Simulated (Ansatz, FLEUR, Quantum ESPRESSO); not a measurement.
MnO: 4 runs at one level of theory

```
CELL_PARAMETERS angstrom
0.00000 2.22391 2.22391
2.22391 0.00000 2.22391
2.22391 2.22391 0.00000
ATOMIC_POSITIONS crystal
Mn 0.00000 0.00000 0.00000
O 0.50000 0.50000 0.50000
```

The cell is a database's computed one, not the measured one.

Alike in all runs: task band structure; functional PBE; k mesh 10 × 10 × 10; occupations fermi-dirac, width 0.05 eV; collinear spin, ferromagnetic start; no spin-orbit coupling. The measured crystal is an antiferromagnetic insulator; the state found here is the runs' own. Pressure is positive in compression and, in plane waves, holds the error of the finite cutoff, which Ansatz's Pulay term estimates and takes out.

| program and potentials | plane-wave cutoff (eV) | notes | pressure (GPa) | net moment per atom (μB) |
| --- | --- | --- | --- | --- |
| Quantum ESPRESSO, PseudoDojo 0.4.1 SR PBE standard | 1306 | - | 0.51 | 2.42 |
| FLEUR, all-electron, FLAPW | - | - | - | 2.40 |
| Ansatz, all-electron LAPW, scalar-relativistic | - | - | 0.07 | 2.40 |
| Ansatz, SPMS NC | 1034 | Pulay term of +0.51 GPa included | 0.31 | 2.41 |

The pressure spans 0.07 (Ansatz, all-electron LAPW, scalar-relativistic) to 0.51 GPa (Quantum ESPRESSO, PseudoDojo 0.4.1 SR PBE standard), with all-electron results at 0.07. The net moment per atom spans 2.40 (FLEUR, all-electron, FLAPW) to 2.42 μB (Quantum ESPRESSO, PseudoDojo 0.4.1 SR PBE standard), with all-electron results at 2.40. The state is the one that the start led to, which needn't be the lowest.

The functional is the same throughout but for its coding, so the spread measures potentials, basis and numerics; runs on potential files found faulty are left out.
